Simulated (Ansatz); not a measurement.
CoO: single point with PBE

CoO:

```
CELL_PARAMETERS angstrom
1.50547 0.86918 2.43993
-1.50547 0.86918 2.43993
0.00000 -1.73837 2.43993
ATOMIC_POSITIONS crystal
Co 0.00000 0.00000 0.00000
O 0.50000 0.50000 0.50000
```

The cell is a database's computed one.

- Program: Ansatz 0.2.0
- Task: single point
- Functional: PBE
- Potentials or basis: Ansatz PAW
- Cutoff: 420 eV (not typed: the program's choice for these potentials)
- k mesh: 9 × 9 × 9
- Occupations: fermi-dirac, width 0.05 eV
- Spin: collinear spin, ferromagnetic start
- Starting moments: [2.0, 0.0] μB
- Fixed moment: 2 μB

```json
{
  "Pressure": "-7.5 GPa",
  "Net moment": "2.00 μB per cell",
  "Absolute moment": "2.01 μB per cell",
  "Site moments": "Co +1.82; O +0.08 μB"
}
```

Stress tensor (GPa, compression positive):
```
-7.50  0.00  0.00
 0.00 -7.50  0.00
 0.00  0.00 -7.59
```

Wall time 2.4 s on 2 threads of Arm Neoverse V2 (shared host), peak memory 0.3 GiB.

Caveat: the pressure holds a Pulay correction of +0.7 GPa for the finite cutoff; the total moment is fixed, so each spin has its own Fermi level; a cell with one magnetic atom can't hold antiferromagnetic order, which such compounds often take; the thresholds are loose for stress.
